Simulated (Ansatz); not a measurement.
# Al2Ru (I4/mmm) in Ansatz: convergence with k mesh

Aim: find how far k mesh must go before the results for Al2Ru settle, at PBEsol. This setting moves, with any that are tied to it; all else stays.

Program: Ansatz 0.2.0. These are calculated values, not measurements. Logs are shortened: lines on timing, memory, paths and dates and some standing lists are left out, and cuts for length are marked.

## 1. The crystal as given

Symmetry: I4/mmm, No. 139, tetragonal system. Conventional cell: a = 3.121 Å, b = 3.121 Å, c = 8.444 Å, α = 90.00°, β = 90.00°, γ = 90.00°. Ru (site symmetry 4/mmm) is surrounded by 10 Al at 2.58 to 2.88 Å. Al (site symmetry 4mm) has 5 Ru at 2.58 to 2.88 Å and 5 Al at 2.69 Å as nearest neighbours.

The cell comes from a database or a generator and needn't be the stable form of this composition.

## 2. With k mesh 4 × 4 × 4

Input file input.yaml:

```yaml
crystal:
  lattice:
    - [-1.56042162, 1.56042162, 4.22180559]
    - [1.56042162, -1.56042162, 4.22180559]
    - [1.56042162, 1.56042162, -4.22180559]
  atoms:
    - { symbol: Ru, position: [0.0, 0.0, 0.0] }
    - { symbol: Al, position: [0.34079781, 0.34079781, 0.0] }
    - { symbol: Al, position: [0.65920219, 0.65920219, 0.0] }
hamiltonian:
  xc: pbesol
  pseudopotentials: { kind: paw }
kpoints:
  mp_grid: { grid: [4, 4, 4] }
scf:
  occupations: { method: methfessel_paxton, width: 0.1 }
output:
  forces: true
  stress: true
  eigenvalues: true
```

Potentials or basis: Ansatz PAW.

Launch:

```bash
ansatz run input.yaml --threads 2 --pin off --max-ram 5632MiB --backend cpu --events-out ev --progress --plain --runs-dir out
```

What it wrote:

```text
Warning: RAYON_NUM_THREADS=2 ignored (pool sized by the plan → 2); use --threads N
basis.fft_grid_basis auto: the FFT boxes are laid along the combinations [[1, 0, 1], [0, 1, 1], [0, 0, 1]] of the cell's own vectors, 3.121, 3.121 and 4.764 Å long. The dense box has 24×24×32 points. Along the cell's own vectors, as sized, it would have 32×32×32, 1.78 times as many. Of the 16 symmetry operations that the crystal satisfies within crystal.symmetry.tolerance (time reversal apart; of a slab, those that keep its plane) the dense box along the cell's own vectors carries 16, and the one as laid loses 12 of those. basis.fft_grid_basis: typed keeps the cell's own vectors: state it where this run's energies or levels are differenced outside the engine with another run's, or held beside a run that keeps those vectors.
Engine: ansatz 0.2.0, aarch64-unknown-linux-gnu
Pseudopotentials: kind: paw
Pseudopotential: Ru, paw, valence charge 16, recommended cutoff 420 eV (normal), Ru.paw.azcp
Pseudopotential: Al, paw, valence charge 3, recommended cutoff 420 eV (normal), Al.paw.azcp
Functional definition: PBEsol
  exchange = pbesol_x
  correlation = pbesol_c
Crystal: 3 atoms, lattice volume = 41.119 Å³
Basis set: ecut = 420 eV, 795 PW (Γ), FFT grids on a1+a3, a2+a3, a3, exchange–correlation on 48×48×64 points (8 copies of the dense FFT grid, shifted against one another)
Bands: 15, of which v1, the nominal top of the filled ones, is band 11 counted from 1 (10 counted from 0)
Symmetry: 16 space group operations
Space group: I4/mmm (ITA 139), of the structure as read, at distance tolerance 3.5e-5 Å
k-points: 13 of 64
Non-local potential: Ru, projectors of the file, l = 0: 3, l = 1: 2, l = 2: 2, l = 3: 1
Non-local potential: Al, projectors of the file, l = 0: 2, l = 1: 2, l = 2: 1
PAW form: soft (Blöchl's): semilocal exchange-correlation on the pseudo side does not see the compensation charge
PAW frozen core: Ru, regenerated for the run's functional, and the local potential with it (the file was generated under x = pbe(κ = 0.804, μ = 0.2195149727645171), c = pbe(β = 0.06672455060314922))
PAW frozen core: Al, regenerated for the run's functional, and the local potential with it (the file was generated under x = pbe(κ = 0.804, μ = 0.2195149727645171), c = pbe(β = 0.06672455060314922))
PAW one-centre angular grid: Ru, 590 points (default); XC on 64 Gauss nodes
PAW one-centre angular grid: Al, 110 points (default); XC on 64 Gauss nodes
Initial density: superposition of atomic densities (neutral atoms: chi_scale 0, normalization atom), corrected by the library's trained network
Initial wavefunctions: pseudopotential atomic-orbital guess
Functional: x = pbesol(κ = 0.804, μ = 0.12345679012345678), c = pbesol(β = 0.046)
SCF iter   1: F=—  HF=-6867.515854 eV  |F-HF|=—  |Δ(HF+E_count)|=         —  Δρ=1.17e-2  dr2=7.61e-2  ethr=1.77e-3  ⟨swp⟩=5.4  Hψ=1024  notcnv=0
preconditioner: auto → none  [insulator: Δε(μ)=0.267 eV  Ē_g=7.335 eV  σ=0.100 eV  W_gap=0.99  n_scr=10 (ndim 8)  ℏωp=21.7 eV  f_vac=0.000  D(μ)=0.38/eV (n_scr^D=0)  ε∞_Penn≈9.7]
SCF iter   2: F=—  HF=-6867.502463 eV  |F-HF|=—  |Δ(HF+E_count)|=   1.34e-2  S|Δr|=    0.00e0  Δρ=2.24e-3  dr2=1.62e-3  ethr=3.46e-4  ⟨swp⟩=1.5  Hψ=309  notcnv=0
SCF iter   3: F=—  HF=-6867.502180 eV  |F-HF|=—  |Δ(HF+E_count)|=   2.82e-4  S|Δr|=    0.00e0  Δρ=7.36e-4  dr2=8.62e-5  ethr=7.36e-6  ⟨swp⟩=2.2  Hψ=279  notcnv=0
SCF iter   4: F=—  HF=-6867.502169 eV  |F-HF|=—  |Δ(HF+E_count)|=   1.18e-5  S|Δr|=    0.00e0  Δρ=2.93e-4  dr2=3.97e-5  ethr=3.92e-7  ⟨swp⟩=2.3  Hψ=340  notcnv=0
SCF iter   5: F=—  HF=-6867.502165 eV  |F-HF|=—  |Δ(HF+E_count)|=   3.57e-6  S|Δr|=    0.00e0  Δρ=1.06e-4  dr2=5.89e-6  ethr=1.80e-7  ⟨swp⟩=1.7  Hψ=232  notcnv=0
SCF iter   6: F=-6867.502164 eV  HF=-6867.502164 eV  |F-HF|=3.38e-9  |Δ(HF+E_count)|=   6.70e-7  S|Δr|=    0.00e0  Δρ=9.75e-6  dr2=1.72e-8  ethr=4.55e-10  ⟨swp⟩=3.5  Hψ=754  notcnv=0
SCF 1 converged in 6 iterations: F = -6867.502164 eV  dr2 = 1.72e-8
SCF converged after 6 iterations
Stability not checked: this state was not tested for a lower state beside it, because cold or Methfessel-Paxton smearing, or corrected tetrahedra, fill the levels in a way that the test cannot read (fill_not_monotonic; see scf.lower_state_search)
Free energy (F): -6867.502164 eV
Harris-Foulkes:  -6867.502164 eV  (|F-HF|=3.38e-9)
Internal energy: -6867.501306 eV  (E = F + TS)
E sigma→0 (E₀):  -6867.501950 eV
Entropy (-TS):   -0.000858 eV (-0.286 meV/atom)
Fermi energy:    14.214818 eV
Step filling:    the computed levels leave a gap of 0.0920 eV = 0.9 smearing widths at the electron count; against every level under it full and every level over it empty, smearing changes F+E_penalty+E_count by +0.328 meV and its σ→0 estimate by +0.542 meV
--- Per-component energies (eV) ---
  E_band       = -146.066741
  E_kinetic    = 566.551654
  E_local      = -2144.736040  (includes V_loc(G=0)·N_el)
  E_nonlocal   = 365.928867
  E_hartree    = 798.745213
  E_xc         = -271.077490
  E_vxc        = -300.624379  (∫ρ·V_xc dr)
  E_paw        = -4309.821285  (= ΣΔE_a)
  E_vpaw       = -230.678301  (= ΣTr[D̂ρ^β])
  E_aug_tail   = -0.000193  (compensation charges beyond the density's cutoff)
  E_ewald      = -1873.383606
  E_core_change = 0.291574  (= ΣΔE_core)
  E_smearing   = -0.000858  (= −TS)
  E_closure    = -0.000000  (closes the sum)
  Σ components = -6867.502164   (vs F -6867.502164, Δ=0.00e0)
--- Forces (eV/Å), atoms counted from 1 ---
  atom   1  Ru     0.00000000     0.00000000     0.00000000
  atom   2  Al     0.00000000     0.00000000     0.00932487
  atom   3  Al     0.00000000     0.00000000    -0.00932487
  max |Σ_I F_I| component: 1.39e-17 eV/Å
--- Stress (GPa, compression-positive) ---
       -0.302131      -0.000000       0.000000
       -0.000000      -0.302131       0.000000
       -0.000000      -0.000000      -0.257098
  P = ⅓ Tr σ = -0.2871 GPa (-2.871 kbar)
--- Band table (eV; the first three rows and the last of 13) ---
  k-point 0: bands = ["-58.5308", "-28.5766", "-28.5766", "-28.4913", "3.1010", "8.5713", "10.1537", "12.0101", "12.0101", "12.0312", "13.0337", "16.3951", "18.6659", "20.1113", "20.1113"]
  k-point 1: bands = ["-58.5221", "-28.6380", "-28.6356", "-28.4783", "5.0400", "9.6994", "10.2028", "10.3832", "11.0900", "11.4313", "14.1658", "16.4051", "16.7072", "17.6200", "17.8948"]
  k-point 2: bands = ["-58.5134", "-28.6944", "-28.6942", "-28.4660", "7.4847", "8.9467", "10.5401", "10.5786", "10.9234", "12.7452", "13.6637", "14.2578", "15.8323", "16.0103", "18.7743"]
  k-point 12: bands = ["-58.5308", "-28.5767", "-28.5767", "-28.4937", "4.9409", "5.5695", "9.9951", "11.3777", "12.4416", "12.4416", "13.0590", "17.1670", "17.1670", "20.2910", "20.4613"]
```

Wall time 0.48 s (2 threads of Arm Neoverse V2, shared host); peak memory 0.27 GiB.

What came out:

* Free energy: -6867.5022 eV
* Pressure: -0.3 GPa
* Largest force: 0.009 eV/Å
* Band gap on the k mesh: 0.09 eV, indirect (least direct gap 0.59 eV)

## 3. With k mesh 5 × 5 × 5

input.yaml, as its differences from that of step 2:

```diff
@@ -13,3 +13,3 @@
 kpoints:
-  mp_grid: { grid: [4, 4, 4] }
+  mp_grid: { grid: [5, 5, 5] }
 scf:
```

Potentials or basis: Ansatz PAW.

Launch:

```bash
ansatz run input.yaml --threads 2 --pin off --max-ram 5632MiB --backend cpu --events-out ev --progress --plain --runs-dir out
```

Wall time 0.51 s (2 threads of Arm Neoverse V2, shared host); peak memory 0.27 GiB.

Results:

- Free energy: -6867.5816 eV
- Pressure: -0.4 GPa
- Largest force: 0.112 eV/Å
- Band gap on the k mesh: 0.06 eV, indirect (least direct gap 1.09 eV)

## 4. With k mesh 6 × 6 × 6

input.yaml, as its differences from that of step 3:

```diff
@@ -13,3 +13,3 @@
 kpoints:
-  mp_grid: { grid: [5, 5, 5] }
+  mp_grid: { grid: [6, 6, 6] }
 scf:
```

Launch:

```bash
ansatz run input.yaml --threads 2 --pin off --max-ram 5632MiB --backend cpu --events-out ev --progress --plain --runs-dir out
```

It took 0.65 s on 2 threads of Arm Neoverse V2, shared host; peak memory 0.28 GiB.

Results:

- Free energy: -6867.5639 eV
- Pressure: -0.5 GPa
- Largest force: 0.022 eV/Å
- Band gap on the k mesh: 0.07 eV, indirect (least direct gap 0.50 eV)

## 5. With k mesh 7 × 7 × 7

input.yaml, as its differences from that of step 4:

```diff
@@ -13,3 +13,3 @@
 kpoints:
-  mp_grid: { grid: [6, 6, 6] }
+  mp_grid: { grid: [7, 7, 7] }
 scf:
```

Launch:

```bash
ansatz run input.yaml --threads 2 --pin off --max-ram 5632MiB --backend cpu --events-out ev --progress --plain --runs-dir out
```

Wall time 0.76 s (2 threads of Arm Neoverse V2, shared host); peak memory 0.29 GiB.

Results:

```
Free energy            : -6867.5739 eV
Pressure               : -0.4 GPa
Largest force          : 0.047 eV/Å
Band gap on the k mesh : 0.19 eV, indirect (least direct gap 0.66 eV)
```

## 6. With k mesh 9 × 9 × 9

input.yaml, as its differences from that of step 5:

```diff
@@ -13,3 +13,3 @@
 kpoints:
-  mp_grid: { grid: [7, 7, 7] }
+  mp_grid: { grid: [9, 9, 9] }
 scf:
```

Potentials or basis: Ansatz PAW.

Launch:

```bash
ansatz run input.yaml --threads 2 --pin off --max-ram 5632MiB --backend cpu --events-out ev --progress --plain --runs-dir out
```

Run time: 1.1 s. Hardware: 2 threads of Arm Neoverse V2, shared host; peak memory 0.32 GiB.

It converged, with:

* Free energy: -6867.5741 eV
* Pressure: -0.4 GPa
* Largest force: 0.055 eV/Å
* Band gap on the k mesh: none (metal or under the smearing width)

## 7. With k mesh 11 × 11 × 11

input.yaml, as its differences from that of step 6:

```diff
@@ -13,3 +13,3 @@
 kpoints:
-  mp_grid: { grid: [9, 9, 9] }
+  mp_grid: { grid: [11, 11, 11] }
 scf:
```

Launch:

```bash
ansatz run input.yaml --threads 2 --pin off --max-ram 5632MiB --backend cpu --events-out ev --progress --plain --runs-dir out
```

It took 1.7 s on 2 threads of Arm Neoverse V2, shared host; peak memory 0.34 GiB.

Results (log left out):

```yaml
Free_energy: -6867.5724 eV
Pressure: -0.4 GPa
Largest_force: 0.048 eV/Å
Band_gap_on_the_k_mesh: none (metal or under the smearing width)
```

## 8. With k mesh 13 × 13 × 13

input.yaml, as its differences from that of step 7:

```diff
@@ -13,3 +13,3 @@
 kpoints:
-  mp_grid: { grid: [11, 11, 11] }
+  mp_grid: { grid: [13, 13, 13] }
 scf:
```

Launch:

```bash
ansatz run input.yaml --threads 2 --pin off --max-ram 5632MiB --backend cpu --events-out ev --progress --plain --runs-dir out
```

Wall time 2.5 s (2 threads of Arm Neoverse V2, shared host); peak memory 0.38 GiB.

Results (log left out):

```yaml
Free_energy: -6867.5725 eV
Pressure: -0.4 GPa
Largest_force: 0.043 eV/Å
Band_gap_on_the_k_mesh: none (metal or under the smearing width)
```

## 9. With k mesh 16 × 16 × 16

input.yaml, as its differences from that of step 8:

```diff
@@ -13,3 +13,3 @@
 kpoints:
-  mp_grid: { grid: [13, 13, 13] }
+  mp_grid: { grid: [16, 16, 16] }
 scf:
```

Potentials or basis: Ansatz PAW.

Launch:

```bash
ansatz run input.yaml --threads 2 --pin off --max-ram 5632MiB --backend cpu --events-out ev --progress --plain --runs-dir out
```

Wall time 4.3 s (2 threads of Arm Neoverse V2, shared host); peak memory 0.44 GiB.

It converged, with:

| Item | Value |
| --- | --- |
| Free energy | -6867.5722 eV |
| Pressure | -0.4 GPa |
| Largest force | 0.043 eV/Å |
| Band gap on the k mesh | none (metal or under the smearing width) |

## 10. With k mesh 19 × 19 × 19

input.yaml, as its differences from that of step 9:

```diff
@@ -13,3 +13,3 @@
 kpoints:
-  mp_grid: { grid: [16, 16, 16] }
+  mp_grid: { grid: [19, 19, 19] }
 scf:
```

Launch:

```bash
ansatz run input.yaml --threads 2 --pin off --max-ram 5632MiB --backend cpu --events-out ev --progress --plain --runs-dir out
```

Wall time 7 s (2 threads of Arm Neoverse V2, shared host); peak memory 0.54 GiB.

Results (log left out):

- Free energy: -6867.5723 eV
- Pressure: -0.4 GPa
- Largest force: 0.044 eV/Å
- Band gap on the k mesh: none (metal or under the smearing width)

## 11. Summary

```csv
k mesh,"energy less the tightest run, at zero smearing (meV/atom)",pressure (GPa),largest force (eV/Å),SCF cycles,CPU time (s),peak memory (GiB)
4 × 4 × 4,23.47,-0.29,0.009,6,0.8,0.27
5 × 5 × 5,-3.00,-0.38,0.112,5,0.87,0.27
6 × 6 × 6,2.88,-0.45,0.022,5,1.1,0.28
7 × 7 × 7,-0.62,-0.42,0.047,5,1.4,0.29
9 × 9 × 9,-0.62,-0.44,0.055,5,2.1,0.32
11 × 11 × 11,-0.05,-0.44,0.048,5,3.3,0.34
13 × 13 × 13,-0.08,-0.44,0.043,5,4.9,0.38
16 × 16 × 16,0.02,-0.44,0.043,5,8.3,0.44
19 × 19 × 19,0.00,-0.44,0.044,6,14,0.54
```

Against the tightest run, the energy stays within 1 meV/atom from 7 × 7 × 7 on; the pressure stays within 0.1 GPa from 5 × 5 × 5 on; the largest force stays within 0.005 eV/Å from 11 × 11 × 11 on. Meshes of other sizes hit other points, so gaps and Fermi surfaces needn't settle smoothly. The tightest run that finished is the yardstick and may itself not be fully converged.

Caveats: the PAW data sets come from PBE, with cores solved anew for the run's functional, which leaves a small shift of forces and pressure.
